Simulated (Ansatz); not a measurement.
# SnO: the cost of one run

Program: Ansatz 0.2.0. Level of theory: DFT LDA, scalar-relativistic. These are calculated values, not measurements.

## 1. The structure to begin with

It takes space group P4/nmm (No. 129, tetragonal). The conventional cell has a = 3.802 Å, b = 3.802 Å, c = 4.836 Å, α = 90.00°, β = 90.00°, γ = 90.00°. Around Sn (site symmetry 4mm) lie 4 O at 2.22 Å. O (site symmetry -4m2) has 4 Sn at 2.22 Å in its first shell of neighbours.

Coordinates:

```
Sn O
1.0
     3.80200    0.00000    0.00000
     0.00000    3.80200    0.00000
     0.00000    0.00000    4.83600
Sn O
2 2
Direct
  0.00000 0.50000 0.23850
  0.50000 0.00000 0.76150
  0.00000 0.00000 0.00000
  0.50000 0.50000 0.00000
```

Structure: COD 9008956, as refined from experiment and not relaxed.

Atoms are numbered in the order of the input: Sn1, Sn2, O3, O4.

## 2. Full-potential LAPW

File input.yaml:

```yaml
crystal:
  lattice:
    - [3.802, 0.0, 0.0]
    - [0.0, 3.802, 0.0]
    - [0.0, 0.0, 4.836]
  atoms:
    - { symbol: Sn, position: [0.0, 0.5, 0.2385] }
    - { symbol: Sn, position: [0.5, 0.0, 0.7615] }
    - { symbol: O, position: [0.0, 0.0, 0.0] }
    - { symbol: O, position: [0.5, 0.5, 0.0] }
kpoints:
  mp_grid: { grid: [6, 6, 5] }
  band_path:
    path:
      - [0.0, 0.0, 0.0]
      - [0.0, 0.5, 0.0]
      - [0.5, 0.5, 0.0]
      - [0.0, 0.0, 0.0]
      - [0.0, 0.0, 0.5]
      - [0.0, 0.5, 0.5]
      - [0.5, 0.5, 0.5]
      - [0.0, 0.0, 0.5]
      - [0.0, 0.5, 0.0]
    npoints: 14
scf:
  occupations: { method: fermi_dirac, width: 0.02 }
hamiltonian:
  xc: lda
  pseudopotentials: { kind: all_electron, lapw: { basis_error: 0.0005 } }
output:
  forces: true
  stress: true
  eigenvalues: true
  fatbands: true
  populations: true
  dos: { projected: true, de: 0.2, e_range: [-14, 8] }
```

Started as:

```console
ansatz run input.yaml --threads 1 --pin off --max-ram 4096MiB --backend cpu --events-out ev --progress --plain --runs-dir out
```

**Question.** How long does this run take on 1 thread of Arm Neoverse V2, shared host, and how much memory does it need?

About 2.1 min, with a peak of 0.52 GiB.
